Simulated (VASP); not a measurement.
# Vibrations of SiO2 (Quartz) at several levels of theory, part 4 of 4

How much do the zone-centre frequencies of SiO2 (Quartz) depend on the functional? The starting structure is a measured crystal structure from the Crystallography Open Database.

VASP 6.6.1.

Results so far: LDA E (8) 1148.7 cm⁻¹; LDA at the measured cell E (8) 1153.5 cm⁻¹; PBEsol E (8) 1141.1 cm⁻¹; PBE E (8) 1137.7 cm⁻¹; PBEsol + D3(BJ) E (8) 1133.2 cm⁻¹.

### Step 7. Modes with r2SCAN

Level of this step: r2SCAN; plane waves and PAW (Si, O) (VASP).

r2SCAN adds the kinetic-energy density, costs more than a GGA and is run with LASPH. The cell comes from a relaxation at this level, not shown (113.94 Å³).

INCAR

```
SYSTEM = SiO2
PREC = Accurate
ENCUT = 520
EDIFF = 1E-08
NELM = 100
ISMEAR = 0
SIGMA = 0.03
LREAL = .FALSE.
ALGO = Normal
METAGGA = R2SCAN
LASPH = .TRUE.
NBANDS = 33
LORBIT = 11
LWAVE = .FALSE.
LCHARG = .FALSE.
KPAR = 16
IBRION = 6
NFREE = 2
POTIM = 0.015
NSW = 1
ISIF = 2
```

POSCAR

```
SiO2
1.0
    4.9253423679      0.0000000000      0.0000000000
   -2.4626711840      4.2654716130      0.0000000000
    0.0000000000      0.0000000000      5.4233849934
Si O
3 6
Direct
    0.5308867786      0.5308867786      0.0000000000
    0.0000000000      0.4691132214      0.3333333333
    0.4691132214      0.0000000000      0.6666666667
    0.1449859024      0.7314306497      0.5481373700
    0.8550140976      0.5864447474      0.1185292966
    0.5864447474      0.8550140976      0.8814707034
    0.7314306497      0.1449859024      0.4518626300
    0.2685693503      0.4135552526      0.2148040367
    0.4135552526      0.2685693503      0.7851959633
```

KPOINTS

```
Automatic mesh
0
Gamma
6 6 4
0 0 0
```

PAW data sets: Si and O (PBE family, release 64).

Run with:

```bash
$ mpirun -np 16 vasp_std
```

Output:

```text
[banner, memory and clock lines left out]
running   16 mpi-ranks, on    1 nodes
[...]
[... a notice as in an earlier step ...]

 [... a notice as in an earlier step ...]

 LDA part: xc-table for (None), standard interpolation
 POSCAR, INCAR and KPOINTS ok, starting setup
[...]
entering main loop
       N       E                     dE             d eps       ncg     rms          rms(c)
DAV:   1     0.260769655621E+03    0.26077E+03   -0.25865E+04  1584   0.138E+03
DAV:   2    -0.941727501361E+02   -0.35494E+03   -0.34336E+03  2059   0.318E+02
DAV:   3    -0.112934962795E+03   -0.18762E+02   -0.18687E+02  1976   0.774E+01
DAV:   4    -0.113129684479E+03   -0.19472E+00   -0.19453E+00  1984   0.885E+00
[...]
DAV:  16    -0.894306453804E+02   -0.58122E-07   -0.29788E-08  1960   0.101E-03    0.149E-04
DAV:  17    -0.894306453912E+02   -0.10799E-07   -0.68493E-10  1246   0.162E-04    0.160E-05
DAV:  18    -0.894306453947E+02   -0.34579E-08   -0.10754E-10  1181   0.649E-05
   1 F= -.89430645E+02 E0= -.89430645E+02  d E =-.429468E-29
[... from here on, the cycles between the ionic steps are left out ...]
   2 F= -.89425360E+02 E0= -.89425360E+02  d E =-.616651E-11
   3 F= -.89425464E+02 E0= -.89425464E+02  d E =-.282728E-27
   4 F= -.89425112E+02 E0= -.89425112E+02  d E =-.162848E-11
   5 F= -.89425112E+02 E0= -.89425112E+02  d E =-.103990E-25
   6 F= -.89428874E+02 E0= -.89428874E+02  d E =-.291522E-12
   7 F= -.89428887E+02 E0= -.89428887E+02  d E =-.112278E-25
   8 F= -.89426741E+02 E0= -.89426741E+02  d E =-.266444E-11
   9 F= -.89426742E+02 E0= -.89426742E+02  d E =-.198281E-27
  10 F= -.89427760E+02 E0= -.89427760E+02  d E =-.374214E-11
  11 F= -.89427667E+02 E0= -.89427667E+02  d E =-.685861E-28
 Finite differences progress:
  Degree of freedom:   5/  5
  Displacement:        2/  2
  Total:              10/ 10
```

Elapsed: 6.2 min, on 16 MPI ranks of Intel Xeon 6975P-C (Granite Rapids), shared host; peak memory 8.9 GiB.

Parts of OUTCAR (step 7):

```text
  Total       -0.0875722      0.1169274      0.2451801     -0.1113668      0.1627922     -0.0785101
  in kB       -1.2314110      1.6441932      3.4476402     -1.5660030      2.2891288     -1.1039824
  external PRESSURE =       1.2868075 kB  Pullay stress =       0.0000000 kB

 POSITION                                       TOTAL-FORCE (eV/Angst)
 -----------------------------------------------------------------------------------
      1.30740      2.26448      0.00000         0.009268     -0.018393      0.048818
     -1.15527      2.00099      1.80779        -0.005202     -0.174520     -0.215380
      2.31054      0.00000      3.61559        -0.076616     -0.090481     -0.106316
     -1.08717      3.11990      2.95776         0.120335      0.358520      0.398182
      2.76702      2.50146      0.64283        -0.032780     -0.013969     -0.053014
      0.78282      3.64704      4.78055        -0.035172     -0.004432     -0.032004
      3.24549      0.61843      2.45063        -0.000262     -0.007601      0.015492
      0.30435      1.76401      1.16496         0.023390     -0.016453     -0.031629
      1.37550      1.14557      4.25842        -0.002960     -0.032671     -0.024150
 -----------------------------------------------------------------------------------
    total drift:                               -0.000007     -0.000245      0.000031

  FREE ENERGIE OF THE ION-ELECTRON SYSTEM (eV)
  ---------------------------------------------------
  free  energy   TOTEN  =       -89.4276671874 eV

  energy  without entropy=      -89.4276671874  energy(sigma->0) =      -89.42766719

[... 1 part as in an earlier step ...]

[... 2 further parts left out ...]
[key lines of the parts left out:]
E-fermi :   0.8070
```

With r2SCAN the modes are at the top E (8) 1166.7, A1 (4) 1094.1 cm⁻¹, at the bottom A1 (1) 209.7, E (1) 129.9 cm⁻¹, with 12 more of the listed ones between; the largest shift is +20.8 cm⁻¹, in A2 (1), from LDA.

### Step 8. Comparison

```csv
run,E (8),A1 (4),A2 (4),E (7),A1 (2),E (2),A1 (1),E (1),core minutes
LDA,1148.7,1085.4,1080.7,1070.2,337.6,254.9,223.5,128.9,34.9
LDA at the measured cell,1153.5,1086.6,1079.9,1072.1,338.4,250.6,200.9,121.9,41.6
PBEsol,1141.1,1072.7,1063.8,1056.4,336.6,248.7,192.3,120.4,50.7
PBE,1137.7,1057.5,1045.8,1040.3,340.7,245.8,155.3,112.4,30.9
PBEsol + D3(BJ),1133.2,1071.9,1065.5,1054.2,334.6,255.8,229.0,129.8,26.9
r2SCAN,1166.7,1094.1,1086.7,1078.3,353.8,264.4,209.7,129.9,98.4
```

Modes are in cm⁻¹, degenerate ones as one, matched between runs by symmetry and order. A number in brackets counts the listed modes of one symmetry from the lowest. The symmetry labels come from an automatic analysis and can be wrong where levels nearly coincide. Between the highest four and the lowest four, 8 more are left out. Core minutes are wall time times ranks of the run shown, on a shared host.

### Step 9. What came out

```yaml
e_8_lda: 1148.7 cm⁻¹
e_1_lda: 128.9 cm⁻¹
e_8_lda_at_the_measured_cell: 1153.5 cm⁻¹
e_1_lda_at_the_measured_cell: 121.9 cm⁻¹
e_8_pbesol: 1141.1 cm⁻¹
e_1_pbesol: 120.4 cm⁻¹
e_8_pbe: 1137.7 cm⁻¹
e_1_pbe: 112.4 cm⁻¹
e_8_pbesol_d3_bj: 1133.2 cm⁻¹
e_1_pbesol_d3_bj: 129.8 cm⁻¹
e_8_r2scan: 1166.7 cm⁻¹
e_1_r2scan: 129.9 cm⁻¹
```

**Reading.** On the cells relaxed at each level, the E (8) mode of SiO2 (Quartz), the highest of the listed ones in the run with LDA, lies between 1133 cm⁻¹ (PBEsol + D3(BJ)) and 1167 cm⁻¹ (r2SCAN). On the cells relaxed at each level, the E (1) mode of SiO2 (Quartz), the lowest of the listed ones in the run with LDA, lies between 112 cm⁻¹ (PBE) and 130 cm⁻¹ (r2SCAN). Taking the measured cell, +2.6 % in volume, instead of the one relaxed with LDA moves A1 (1) by -22.6 cm⁻¹. LASPH is on in some of these runs and off in others, which adds a little to the differences. The frequencies are harmonic, and the splitting of polar modes by their long-range field is left out. Further runs on this material are not shown.

[Lines on the potential files, build, host, timing and source positions are cut from VASP's logs without a mark.]

[Logs are printed without paths, hosts, clocks, repeated set-up lines and the standing remarks that a program may print on its own settings, such as how far it seeks lower states.]

[Hosts, paths, dates, database ids (printed as entryN), source tags and the programs' standing remarks are cut or masked in the printed files.]
